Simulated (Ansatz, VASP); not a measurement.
**Two plane-wave programs on Ga**

The input INCAR:

```
SYSTEM = Ga
PREC = Accurate
ENCUT = 520
EDIFF = 1E-7
ISMEAR = -1
SIGMA = 0.1
LREAL = .False.
LASPH = .True.
NELM = 80
ALGO = Normal
ISIF = 2
LWAVE = .False.
LCHARG = .False.
NBANDS = 12
```

The input KPOINTS:

```
regular mesh
0
Gamma
  13 13 13
  0 0 0
```

The input POSCAR:

```
Ga
1.0
    2.5153577677      0.0000000000      0.0000000000
    0.0000000000      2.5153577677      0.0000000000
    0.0000000000      0.0000000000      2.5153577677
Ga
1
Direct
    0.0000000000      0.0000000000      0.0000000000
```

Input for Ansatz:

```yaml
crystal:
  lattice:
    - [2.5153577677, 0.0, 0.0]
    - [0.0, 2.5153577677, 0.0]
    - [0.0, 0.0, 2.5153577677]
  atoms:
    - { symbol: Ga, position: [0.0, 0.0, 0.0] }
hamiltonian:
  xc: lda
  pseudopotentials:
    kind: paw
    azcp:
      Ga: "pseudopotentials/Ga.paw.azcp"
basis:
  ecutwfc: 420
  fft_grid_basis: typed
kpoints:
  mp_grid: { grid: [13, 13, 13], shift: [0, 0, 0] }
magnetization:
  spin_polarized: false
scf:
  occupations: { method: fermi_dirac, width: 0.1 }
  lower_state_search: "off"
output:
  stress: true
```

Alike in both runs: task single point; functional LDA; k mesh 13 × 13 × 13; occupations fermi-dirac, width 0.1 eV; no spin polarisation.

|  | VASP | Ansatz |
| --- | --- | --- |
| version | VASP 6.6.1 | Ansatz 0.2.0 |
| potentials or method | VASP PAW LDA potentials, release 64 (Ga_d) | plane waves (420 eV) with PAW, scalar-relativistic |
| plane-wave cutoff (eV) | 520 | 420 |
| valence electrons in the cell | 13 | 13 |

|  | VASP | Ansatz | Ansatz less VASP |
| --- | --- | --- | --- |
| pressure (GPa) | 11.5 | 11.1 | -0.37 |

Ansatz warned: «pseudo_functional_mismatch».
